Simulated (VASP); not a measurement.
Here is a VASP 6.6.1 calculation.

Contents of INCAR:

```
PREC = Accurate
ENCUT = 520
EDIFF = 1E-7
ISMEAR = 0
SIGMA = 0.1
LREAL = F
LASPH = T
NELM = 120
ALGO = Normal
ISIF = 3
LWAVE = F
LCHARG = F
GGA = PE
IBRION = 2
NSW = 60
EDIFFG = -0.005
POTIM = 0.3
```

KPOINTS

```
regular mesh
0
Gamma
  9 9 9
```

File POSCAR:

```
YN                                      
1.0
    0.0000000000      2.4523333020      2.4523333020
    2.4523333020      0.0000000000      2.4523333020
    2.4523333020      2.4523333020      0.0000000000
  Y               N             
     1     1
Direct
     0.0000000000000000    0.0000000000000000    0.0000000000000000
     0.5000000000000000    0.5000000000000000    0.5000000000000000
```

Potentials or basis: VASP PAW PBE potentials, release 64 (Y_sv, N).

The run is started by

```console
$ cat potpaw_PBE.64/Y_sv/POTCAR potpaw_PBE.64/N/POTCAR > POTCAR
$ mpirun -np 1 vasp_std > vasp.out
```

Problem. What does it give for the band gap on the k mesh?

Solution. 0.26 eV, indirect (least direct gap 0.68 eV).

Final structure:
```
CELL_PARAMETERS angstrom
0.00000 2.45233 2.45233
2.45233 0.00000 2.45233
2.45233 2.45233 0.00000
ATOMIC_POSITIONS crystal
Y 0.00000 0.00000 0.00000
N 0.50000 0.50000 0.50000
```

Caveat: the relaxation stopped at its first step, so nothing moved; an odd mesh through Γ misses points on the zone boundary, where band edges often lie.
